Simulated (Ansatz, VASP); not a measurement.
## BAs in VASP and in Ansatz

```
B As
1.0
     3.38435    0.00000    0.00000
    -1.69217    2.93093    0.00000
     0.00000    0.00000    9.99615
B As
2 2
Cartesian
  0.0000 1.9540 2.4990
  1.6922 0.9770 7.4971
  1.6922 0.9770 2.4990
  0.0000 1.9540 7.4971
```

Alike in both runs: task single point; functional PBE; k mesh 9 × 9 × 2; no spin polarisation.

|  | VASP | Ansatz |
| --- | --- | --- |
| version | VASP 6.6.1 | Ansatz 0.2.0 |
| potentials or method | VASP PAW PBE potentials, release 64 (B, As) | plane waves, PAW |
| plane-wave cutoff (eV) | 520 | 420 |
| occupations | gaussian, width 0.01 eV | fixed |
| valence electrons in the cell | 16 | 36 |

Ansatz gave:

| Item | Value |
| --- | --- |
| gap on the k mesh at the Fermi level (eV) | 0.75 |
| pressure (GPa) | 0.0 |
| largest component of the traceless stress (GPa) | 0.01 |

Q: What did VASP give for the same quantities?

A: gap on the k mesh at the Fermi level (eV): 0.74; pressure (GPa): 0.4; largest component of the traceless stress (GPa): 0.41.

The two sets of potentials don't hold the same shells in valence.

Caveats: an odd mesh through Γ misses points on the zone boundary, where band edges often lie; this functional lacks dispersion, which binds the layers, so the pressure and a relaxed spacing across them are unreliable.
